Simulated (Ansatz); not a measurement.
Crystal: TiO2.

```
Ti O
1.0
     4.59984    0.00000    0.00000
     0.00000    4.59984    0.00000
     0.00000    0.00000    2.95921
Ti O
2 4
Direct
  0.00000 0.00000 0.50000
  0.50000 0.50000 0.00000
  0.30432 0.30432 0.50000
  0.19568 0.80432 0.00000
  0.80432 0.19568 0.00000
  0.69568 0.69568 0.50000
```

The cell is a database's computed one.

Base run:

* Program: Ansatz 0.2.0
* Functional: PBE
* Potentials or basis: Ansatz PAW
* Cutoff: 420 eV
* Density cutoff: 1680 eV
* k mesh: 6 × 6 × 9
* Occupations: fermi-dirac, width 0.05 eV
* Spin: no spin polarisation

Its results: band gap on the k mesh 1.87 eV, direct; pressure 4.2 GPa; largest force 0.004 eV/Å.

Q: The run is repeated on the same cell with these changes: functional from PBE to r2SCAN; cutoff from 420 eV to 500 eV; density cutoff from 1680 eV to 2000 eV. What comes out?

A: Band gap on the k mesh 2.20 eV, direct; pressure -1.0 GPa; largest force 0.056 eV/Å.

r2SCAN gives the wider gap, since meta-GGAs in the generalised Kohn-Sham scheme recover part of the derivative discontinuity.

Caveats: the PAW data sets come from PBE, with cores solved anew for the run's functional, which leaves a small shift of forces and pressure (some runs).

Not every run made on this cell is shown here.
